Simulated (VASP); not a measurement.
# TiC in VASP: single point with LDA

Aim: the single point of TiC with LDA.

Program: VASP 6.6.1. These are calculated values, not measurements. Logs are shortened: lines on timing, memory, paths and dates and some standing lists are left out, and cuts for length are marked.

## (1) The cell of the first run

The cell holds a slab with vacuum, 24 atoms: a = 6.026 Å, b = 6.026 Å, c = 19.733 Å, α = 90.00°, β = 90.00°, γ = 90.00°.

## (2) Single point, LDA (the clean substrate in the cell of the map)

INCAR reads:

```
SYSTEM = TiC
ALGO = Fast
DIPOL = 0.5 0.5 0.309
EDIFF = 1E-7
ENCUT = 520
GGA = CA
IDIPOL = 3
ISIF = 2
ISMEAR = 0
LASPH = .True.
LCHARG = .False.
LDIPOL = .True.
LREAL = Auto
LWAVE = .False.
NBANDS = 114
NELM = 100
PREC = Accurate
SIGMA = 0.1
```

KPOINTS reads:

```
k-points
0
Gamma
  5 5 1
  0 0 0
```

POSCAR reads:

```
TiC
1.0
    6.0257129976      0.0000000000      0.0000000000
    0.0000000000      6.0257129976      0.0000000000
    0.0000000000      0.0000000000     19.7334901523
Ti C
12 12
Direct
    0.2500000000      0.2500000000      0.2027010919
    0.2500000000      0.7500000000      0.2027010919
    0.7500000000      0.2500000000      0.2027010919
    0.7500000000      0.7500000000      0.2027010919
    0.0000000000      0.0000000000      0.3085376904
    0.0000000000      0.5000000000      0.3085376904
    0.5000000000      0.0000000000      0.3085376904
    0.5000000000      0.5000000000      0.3085376904
    0.2500000000      0.2500000000      0.4124330541
    0.2500000000      0.7500000000      0.4124330541
    0.7500000000      0.2500000000      0.4124330541
    0.7500000000      0.7500000000      0.4124330541
    0.0000000000      0.0000000000      0.2027010919
    0.0000000000      0.5000000000      0.2027010919
    0.5000000000      0.0000000000      0.2027010919
    0.5000000000      0.5000000000      0.2027010919
    0.2500000000      0.2500000000      0.3079312182
    0.2500000000      0.7500000000      0.3079312182
    0.7500000000      0.2500000000      0.3079312182
    0.7500000000      0.7500000000      0.3079312182
    0.0000000000      0.0000000000      0.4172343609
    0.0000000000      0.5000000000      0.4172343609
    0.5000000000      0.0000000000      0.4172343609
    0.5000000000      0.5000000000      0.4172343609
```

Potentials or basis: VASP PAW LDA potentials, release 64 (Ti_sv, C).

The run is started by

```sh
cat potpaw_LDA.64/Ti_sv/POTCAR potpaw_LDA.64/C/POTCAR > POTCAR
mpirun -np 1 vasp_std > vasp.out
```

OUTCAR:

```text
SYSTEM = TiC
   EDIFF = 1E-7
   ENCUT = 520
   GGA = CA
   ISIF = 2
   ISMEAR = 0
   LASPH = .True.
   LREAL = Auto
   NELM = 100
   PREC = Accurate

 ion  position               nearest neighbor table
   1  0.250  0.250  0.203-  17 2.08  14 2.13  15 2.13  16 2.13  13 2.13
   2  0.250  0.750  0.203-  18 2.08  14 2.13  15 2.13  16 2.13  13 2.13
   3  0.750  0.250  0.203-  19 2.08  14 2.13  15 2.13  16 2.13  13 2.13
   4  0.750  0.750  0.203-  20 2.08  14 2.13  15 2.13  16 2.13  13 2.13
   5  0.000  0.000  0.309-  13 2.09  17 2.13  18 2.13  19 2.13  20 2.13  21 2.14
   6  0.000  0.500  0.309-  14 2.09  17 2.13  18 2.13  19 2.13  20 2.13  22 2.14
   7  0.500  0.000  0.309-  15 2.09  17 2.13  18 2.13  19 2.13  20 2.13  23 2.14
   8  0.500  0.500  0.309-  16 2.09  17 2.13  18 2.13  19 2.13  20 2.13  24 2.14
   9  0.250  0.250  0.412-  17 2.06  21 2.13  22 2.13  23 2.13  24 2.13
  10  0.250  0.750  0.412-  18 2.06  21 2.13  22 2.13  23 2.13  24 2.13
  11  0.750  0.250  0.412-  19 2.06  21 2.13  22 2.13  23 2.13  24 2.13
  12  0.750  0.750  0.412-  20 2.06  21 2.13  22 2.13  23 2.13  24 2.13
  13  0.000  0.000  0.203-   5 2.09   2 2.13   3 2.13   4 2.13   1 2.13
  14  0.000  0.500  0.203-   6 2.09   2 2.13   3 2.13   4 2.13   1 2.13
  15  0.500  0.000  0.203-   7 2.09   2 2.13   3 2.13   4 2.13   1 2.13
  16  0.500  0.500  0.203-   8 2.09   2 2.13   3 2.13   4 2.13   1 2.13
  17  0.250  0.250  0.308-   9 2.06   1 2.08   6 2.13   7 2.13   8 2.13   5 2.13
[... 14 lines left out ...]
 A1 = (   6.0257129976,   0.0000000000,   0.0000000000)
 A2 = (   0.0000000000,   6.0257129976,   0.0000000000)
 A3 = (   0.0000000000,   0.0000000000,  19.7334901523)

Analysis of symmetry for initial positions (statically):
=====================================================================
 Subroutine PRICEL returns following result:

  LATTYP: Found a simple tetragonal cell.
 ALAT       =     3.0128564988
 C/A-ratio  =     6.5497610524

  Lattice vectors:

 A1 = (   3.0128564988,   0.0000000000,   0.0000000000)
 A2 = (   0.0000000000,   3.0128564988,   0.0000000000)
 A3 = (   0.0000000000,   0.0000000000,  19.7334901523)

   4 primitive cells build up your supercell.

 Routine SETGRP: Setting up the symmetry group for a
 simple tetragonal supercell.

 Subroutine GETGRP returns: Found  8 space group operations
 (whereof  8 operations were pure point group operations)
 out of a pool of 16 trial point group operations.

The static configuration has the point symmetry C_4v.

Analysis of symmetry for dynamics (positions and initial velocities):
=====================================================================
 Subroutine PRICEL returns following result:

  LATTYP: Found a simple tetragonal cell.
 ALAT       =     3.0128564988
 C/A-ratio  =     6.5497610524

  Lattice vectors:

 A1 = (   3.0128564988,   0.0000000000,   0.0000000000)
 A2 = (   0.0000000000,   3.0128564988,   0.0000000000)
 A3 = (   0.0000000000,   0.0000000000,  19.7334901523)

   4 primitive cells build up your supercell.

 Routine SETGRP: Setting up the symmetry group for a
 simple tetragonal supercell.

 Subroutine GETGRP returns: Found  8 space group operations
 (whereof  8 operations were pure point group operations)
 out of a pool of 16 trial point group operations.

The dynamic configuration has the point symmetry C_4v.

 Subroutine INISYM returns: Found  8 space group operations
 (whereof  8 operations are pure point group operations),
 and found     4 'primitive' translations

----------------------------------------------------------------------------------------

                                     Primitive cell

  volume of cell :     179.1269

  direct lattice vectors                    reciprocal lattice vectors
     3.012856499  0.000000000  0.000000000     0.331910929  0.000000000  0.000000000
     0.000000000  3.012856499  0.000000000     0.000000000  0.331910929  0.000000000
     0.000000000  0.000000000 19.733490152     0.000000000  0.000000000  0.050675273

  length of vectors
     3.012856499  3.012856499 19.733490152     0.331910929  0.331910929  0.050675273

  position of ions in fractional coordinates (direct lattice)
     0.500000000  0.500000000  0.202701092
     0.000000000  0.000000000  0.308537690
     0.500000000  0.500000000  0.412433054
     0.000000000  0.000000000  0.202701092
     0.500000000  0.500000000  0.307931218
     0.000000000  0.000000000  0.417234361

  ion indices of the primitive-cell ions
   primitive index   ion index
                 1           1
                 2           5
                 3           9
                 4          13
                 5          17
                 6          21

----------------------------------------------------------------------------------------

 KPOINTS: k-points

Automatic generation of k-mesh.
 Grid dimensions read from file:
 generate k-points for:    5    5    1

 Generating k-lattice:

  Cartesian coordinates                     Fractional coordinates (reciprocal lattice)
     0.033191093  0.000000000  0.000000000     0.200000000  0.000000000  0.000000000
     0.000000000  0.033191093  0.000000000     0.000000000  0.200000000  0.000000000
     0.000000000  0.000000000  0.050675273     0.000000000  0.000000000  1.000000000

  Length of vectors
     0.033191093  0.033191093  0.050675273

  Shift w.r.t. Gamma in fractional coordinates (k-lattice)
     0.000000000  0.000000000  0.000000000

 Subroutine IBZKPT returns following result:
 ===========================================

 Found      6 irreducible k-points:

 Following reciprocal coordinates:
            Coordinates               Weight
  0.000000  0.000000  0.000000      1.000000
  0.200000  0.000000  0.000000      4.000000
  0.400000  0.000000  0.000000      4.000000
  0.200000  0.200000  0.000000      4.000000
  0.400000  0.200000  0.000000      8.000000
  0.400000  0.400000  0.000000      4.000000
   k-points           NKPTS =      6   k-points in BZ     NKDIM =      6   number of bands    NBANDS=    114
   number of dos      NEDOS =    301   number of ions     NIONS =     24
   total plane-waves  NPLWV = 345600
   dimension x,y,z NGX =    48 NGY =   48 NGZ =  150
   dimension x,y,z NGXF=    96 NGYF=   96 NGZF=  300
   ions per type =              12  12
   NGX,Y,Z   is equivalent  to a cutoff of  13.24, 13.24, 12.64 a.u.
   NGXF,Y,Z  is equivalent  to a cutoff of  26.49, 26.49, 25.27 a.u.
 SYSTEM =  TiC
   PREC   = accura    normal or accurate (medium, high low for compatibility)
   ISTART =      0    job   : 0-new  1-cont  2-samecut
   ICHARG =      2    charge: 1-file 2-atom 10-const
   ISPIN  =      1    spin polarized calculation?
   LNONCOLLINEAR =      F non collinear calculations
   LSORBIT =      F    spin-orbit coupling
   LASPH  =      T    aspherical Exc in radial PAW
   ENCUT  =  520.0 eV  38.22 Ry    6.18 a.u.  11.20 11.20 36.69*2*pi/ulx,y,z
   NELM   =    100;   NELMIN=  2; NELMDL= -5     # of ELM steps
   EDIFF  = 0.1E-06   stopping-criterion for ELM
   LREAL  =      T    real-space projection
   EDIFFG = 0.1E-05   stopping-criterion for IOM
   NSW    =      0    number of steps for IOM
   IBRION =     -1    ionic relax: 0-MD 1-quasi-New 2-CG
   NFREE  =      0    steps in history (QN), initial steepest desc. (CG)
   ISIF   =      2    stress and relaxation
   ISYM   =      2    0-nonsym 1-usesym 2-fastsym
   POTIM  = 0.5000    time-step for ionic-motion
   TEBEG  =    0.0;   TEEND  =   0.0 temperature during run
   PSTRESS=    0.0 pullay stress
   NELECT =     192.0000    total number of electrons
   NUPDOWN=      -1.0000    fix difference up-down
   EMIN   =  10.00;   EMAX   =-10.00  energy-range for DOS
   EFERMI =   0.00;   METHOD = LEGACY
   ISMEAR =     0;   SIGMA  =   0.10  broadening in eV -4-tet -1-fermi 0-gaus
   EFERMI_NEDOS =   21; number of points for ismear=-14 and -15
   IALGO  =     68    algorithm
   IMIX   =      4    mixing-type and parameters
     AMIX     =   0.40;   BMIX     =  1.00
     AMIX_MAG =   1.60;   BMIX_MAG =  1.00
  volume/ion in A,a.u.               =      29.85       201.47
  Fermi-wavevector in a.u.,A,eV,Ry     =   1.055443  1.994499 15.156358  1.113961
  Thomas-Fermi vector in A             =   2.190642
   LORBIT       =      0    0 simple, 1 ext, 2 COOP (PROOUT), +10 PAW based schemes
   GGA     = CA    functional components
   LHFCALC =     F    Hartree Fock is set to
   AEXX    =    0.0000 exact exchange contribution
   IVDW    =     0    specifies the selected vdW correction
   LEPSILON=     F    determine dielectric tensor
   LRPA    =     F    only Hartree local field effects (RPA)
 non-spin polarized calculation
 RMM-DIIS sequential band-by-band and
 Gauss-broadening in eV      SIGMA  =   0.10
  energy-cutoff  :      520.00
  volume of cell :      716.51
 maximum number of plane-waves:     19308
 NGX is ok and might be reduce to    48
   NGX = 23   NGY = 23   NGZ = 73

 dipolmoment           0.000000      0.000000     -0.159546 electrons x Angstroem

 number of electron     192.0000005 magnetization

 dipolmoment           0.000000      0.000000      0.065339 electrons x Angstroem

 Free energy of the ion-electron system (eV)
  ---------------------------------------------------
  ext. energy  EPLUGINS =         0.00000000
  ---------------------------------------------------
  free energy    TOTEN  =      -236.77806089 eV

  energy without entropy =     -236.75651465  energy(sigma->0) =     -236.76728777

 E-fermi :   0.0605     XC(G=0):  -5.2205

 val. band max:        0.0369627954   @ k =   0.2000   0.2000   0.0000
 cond. band min:       0.3113348069   @ k =   0.4000   0.2000   0.0000
 fundamental gap:      0.2743720115
 Fermi energy:         0.0605367447

 k-point     1 :       0.0000    0.0000    0.0000
  band No.  band energies     occupation
      1     -55.5781      2.00000
      2     -55.5329      2.00000
      3     -55.5329      2.00000
      4     -55.5018      2.00000
      5     -55.4946      2.00000
      6     -55.4367      2.00000
[... 655 lines left out ...]
    107       2.4264      0.00000
    108       2.4397      0.00000
 [bands above 108 left out]

------------------------ aborting loop because EDIFF is reached ----------------------------------------

 vacuum level on the upper side and lower side of the slab       (xc-potential included)         0.114        -0.184

  FORCE on cell =-STRESS in cart. coord.  units (eV):
  Direction    XX          YY          ZZ          XY          YZ          ZX
  --------------------------------------------------------------------------------------
  -------------------------------------------------------------------------------------
  Total      -14.2240353    -14.2240353      0.3985417      0.0000000     -0.0000000      0.0000000
  in kB      -31.8062607    -31.8062607      0.8911762      0.0000000     -0.0000000      0.0000000
  external PRESSURE =     -20.9071151 kB  Pullay stress =       0.0000000 kB

 VOLUME and BASIS-vectors are now :
 -----------------------------------------------------------------------------
  energy-cutoff  :      520.00
  volume of cell :      716.51
      direct lattice vectors                 reciprocal lattice vectors
     6.025712998  0.000000000  0.000000000     0.165955465  0.000000000  0.000000000
     0.000000000  6.025712998  0.000000000     0.000000000  0.165955465  0.000000000
     0.000000000  0.000000000 19.733490152     0.000000000  0.000000000  0.050675273

 POSITION                                       TOTAL-FORCE (eV/Angst)
 -----------------------------------------------------------------------------------
      1.50643      1.50643      4.00000        -0.000000     -0.000000      0.858081
      1.50643      4.51928      4.00000        -0.000000      0.000000      0.858081
      4.51928      1.50643      4.00000        -0.000000     -0.000000      0.858081
      4.51928      4.51928      4.00000        -0.000000      0.000000      0.858081
      0.00000      0.00000      6.08853         0.000000      0.000000      0.011236
      0.00000      3.01286      6.08853        -0.000000     -0.000000      0.011236
[... 16 lines left out ...]
      3.01286      0.00000      8.23349         0.000000      0.000000      0.019906
      3.01286      3.01286      8.23349         0.000000      0.000000      0.019906
 -----------------------------------------------------------------------------------
    total drift:                                0.000000     -0.000000      0.061497

  FREE ENERGIE OF THE ION-ELECTRON SYSTEM (eV)
  ---------------------------------------------------
  free  energy   TOTEN  =      -236.7780608915 eV

  energy  without entropy=     -236.7565146545  energy(sigma->0) =     -236.76728777

 vacuum level on the upper side and lower side of the slab         4.759         4.452
```

Run time: 61 min. Hardware: 1 thread of Intel Xeon Platinum 8488C (Sapphire Rapids), shared host; peak memory 0.71 GiB.

What came out:

```
Free energy            : -236.7781 eV
Largest force          : 0.920 eV/Å
Band gap on the k mesh : none (metal or under the smearing width)
```

Forces in eV/Å, atoms in the order of the input:
```
Ti   0.000  0.000  0.858
Ti   0.000  0.000  0.858
Ti   0.000  0.000  0.858
Ti   0.000  0.000  0.858
Ti   0.000  0.000  0.011
Ti   0.000  0.000  0.011
Ti   0.000  0.000  0.011
Ti   0.000  0.000  0.011
Ti   0.000  0.000  0.030
Ti   0.000  0.000  0.030
Ti   0.000  0.000  0.030
Ti   0.000  0.000  0.030
C    0.000  0.000 -0.920
C    0.000  0.000 -0.920
C    0.000  0.000 -0.920
C    0.000  0.000 -0.920
C    0.000  0.000  0.001
C    0.000  0.000  0.001
C    0.000  0.000  0.001
C    0.000  0.000  0.001
C    0.000  0.000  0.020
C    0.000  0.000  0.020
C    0.000  0.000  0.020
C    0.000  0.000  0.020
```
